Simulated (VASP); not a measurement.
# SiC: kernels and solvers of the Casida equation on one ground state

SiC, F-43m (no. 216), 2 atoms in the cell. DDH, TDDFT by the Casida equation; PAW potentials Si_GW, C_GW (PBE set).

## Input

INCAR.step1:
```
EDIFF = 1E-8
ENCUT = 420
ISMEAR = 0
KPAR = 4
LASPH = T
LCHARG = F
LEPSILON = T
LRPA = T
LWAVE = F
PREC = Accurate
SIGMA = 0.02
```

INCAR.step2:
```
EDIFF = 1E-5
ENCUT = 420
ISMEAR = 0
KPAR = 4
LASPH = T
LCHARG = F
LWAVE = T
NBANDS = 16
PREC = Accurate
SIGMA = 0.02
```

INCAR.step3:
```
AEXX = 0.1512
ALGO = Normal
CSHIFT = 0.1
EDIFF = 1E-7
ENCUT = 420
GGA = PE
HFSCREEN = 1.47
ISMEAR = 0
ISTART = 1
KPAR = 4
LASPH = T
LCHARG = F
LHFCALC = T
LMODELHF = T
LOPTICS = T
LWAVE = T
NBANDS = 16
NEDOS = 2000
PREC = Accurate
PRECFOCK = Fast
SIGMA = 0.02
```

INCAR.step4:
```
AEXX = 0.1512
ALGO = TDHF
ANTIRES = 0
CSHIFT = 0.15
EDIFF = 1E-7
ENCUT = 420
ENCUTGW = 150
GGA = PE
HFSCREEN = 1.47
IBSE = 2
ISMEAR = 0
ISTART = 1
KPAR = 4
LADDER = T
LASPH = T
LCHARG = F
LFXC = F
LHARTREE = T
LHFCALC = T
LMODELHF = T
LWAVE = F
NBANDS = 16
NBANDSO = 4
NBANDSV = 4
NBSEEIG = 4
NOMEGA = 1000
OMEGAMAX = 25
PREC = Accurate
PRECFOCK = Fast
SIGMA = 0.02
```

INCAR.step5, as INCAR.step4 but for:
```
- ANTIRES = 0
+ ANTIRES = 1
```

INCAR.step6 changes the same tag again: ANTIRES = 2.

INCAR.step7, as INCAR.step6 but for:
```
- ANTIRES = 2
- LADDER = T
- LHARTREE = T
+ ANTIRES = 0
+ LADDER = F
+ LHARTREE = F
```

INCAR.step8, as INCAR.step7 but for:
```
- ANTIRES = 0
- LHARTREE = F
+ ANTIRES = 2
+ LHARTREE = T
```

INCAR.step9, as INCAR.step8 but for:
```
- ANTIRES = 2
- IBSE = 2
- LADDER = F
+ ANTIRES = 0
+ BSEPREC = High
+ IBSE = 3
+ LADDER = T
```

INCAR.step10, as INCAR.step9 but for:
```
- BSEPREC = High
- IBSE = 3
+ IBSE = 1
```

INCAR.step11, as INCAR.step10 but for:
```
- IBSE = 1
+ IBSE = 0
```

INCAR.step12, as INCAR.step11 but for:
```
- IBSE = 0
+ IBSE = 2
+ LTRIPLET = T
```

INCAR.step13, as INCAR.step12 but for:
```
- LHARTREE = T
- LTRIPLET = T
+ LHARTREE = F
```

INCAR.step14, as INCAR.step13 but for:
```
- LFXC = F
- LHARTREE = F
+ LFXC = T
+ LHARTREE = T
```

INCAR.step15, as INCAR.step14 but for:
```
- IBSE = 2
- KPAR = 4
- LFXC = T
+ IBSE = 0
+ LFXC = F
```

KPOINTS.step1:
```
k-points
0
Gamma
  10 10 10
```

KPOINTS.step2:
```
k-points
0
Gamma
  6 6 6
```

POSCAR:
```
SiC
1.0
    0.0000000000      2.1790000000      2.1790000000
    2.1790000000      0.0000000000      2.1790000000
    2.1790000000      2.1790000000      0.0000000000
Si C
1 1
Direct
    0.0000000000      0.0000000000      0.0000000000
    0.7500000000      0.7500000000      0.7500000000
```

Commands (each step's output is kept before the next begins):
```
cat potpaw_PBE.64/Si_GW/POTCAR potpaw_PBE.64/C_GW/POTCAR > POTCAR
cp INCAR.step1 INCAR
cp KPOINTS.step1 KPOINTS
mpirun -np 4 vasp_std > vasp.out
rm WAVECAR CHG
cp INCAR.step2 INCAR
cp KPOINTS.step2 KPOINTS
mpirun -np 4 vasp_std > vasp.out
cp INCAR.step3 INCAR
mpirun -np 4 vasp_std > vasp.out
cp INCAR.step4 INCAR
mpirun -np 4 vasp_std > vasp.out
cp INCAR.step5 INCAR
mpirun -np 4 vasp_std > vasp.out
cp INCAR.step6 INCAR
mpirun -np 4 vasp_std > vasp.out
cp INCAR.step7 INCAR
mpirun -np 4 vasp_std > vasp.out
cp INCAR.step8 INCAR
mpirun -np 4 vasp_std > vasp.out
cp INCAR.step9 INCAR
mpirun -np 4 vasp_std > vasp.out
cp INCAR.step10 INCAR
mpirun -np 4 vasp_std > vasp.out
cp INCAR.step11 INCAR
mpirun -np 4 vasp_std > vasp.out
cp INCAR.step12 INCAR
mpirun -np 4 vasp_std > vasp.out
cp INCAR.step13 INCAR
mpirun -np 4 vasp_std > vasp.out
cp INCAR.step14 INCAR
mpirun -np 4 vasp_std > vasp.out
cp INCAR.step15 INCAR
mpirun -np 1 vasp_std > vasp.out
```

## Result

- Direct gap on the mesh (eV): 5.95
- Gap on the mesh (eV): 2.46
- Bands: 16

One ground state, settings moved in the last step alone:

| Settings | ε at zero frequency | First excitation (eV) | First bright (eV) | Time (s) |
|---|---|---|---|---|
| LOPTICS | 5.96 | – | – | 94 |
| Hartree and ladder terms, Tamm-Dancoff | 6.36 | 5.561 | 5.566 | 50 |
| Hartree and ladder terms, ANTIRES 1 | 6.23 | 5.562 | 5.573 | 60 |
| Hartree and ladder terms, ANTIRES 2 | 6.23 | 5.561 | 5.566 | 94 |
| independent particles | 5.79 | 5.953 | 5.953 | 24 |
| RPA: Hartree term alone, ANTIRES 2 | 5.41 | 5.954 | 5.959 | 89 |
| Lanczos (IBSE 3) | 6.36 | – | – | 34 |
| time evolution (IBSE 1) | 6.34 | – | – | 70 |
| KPAR with the old driver (IBSE 0) | – | – | – | no result |
| triplet | – | 5.550 | – | 36 |
| ladder without the Hartree term | 6.65 | 5.550 | 5.550 | 35 |
| with the local kernel | 6.42 | 5.560 | 5.563 | 48 |
| old driver (IBSE 0) on one core | 6.36 | 5.561 | 5.566 | 152 |

Make-up of the lowest excitation, one of several of nearly equal energy, so its shares depend on the choice among them:

| k point | From band | To band | Share |
|---|---|---|---|
| 0.000 0.500 0.500 | 3 | 5 | 0.40 |
| 0.500 0.500 0.000 | 3 | 5 | 0.34 |
| 0.500 0.000 0.500 | 3 | 5 | 0.15 |
| 0.500 0.500 0.000 | 4 | 5 | 0.05 |
| 0.000 0.500 0.500 | 4 | 5 | 0.04 |
| 0.500 0.000 0.500 | 4 | 5 | 0.00 |

AEXX = 0.1512 is one over the ε of the first step (6.6), and HFSCREEN = 1.47 comes from a published table.

Limits: The 6×6×6 mesh is coarse for a spectrum: peaks stand apart that a denser mesh merges; the pairs hold 4 valence and 4 conduction bands, and what lies beyond is missing from ε.

VASP 6.6.1 took 844 s on 4 cores (AMD EPYC 9R14 (Zen 4)), a shared host.
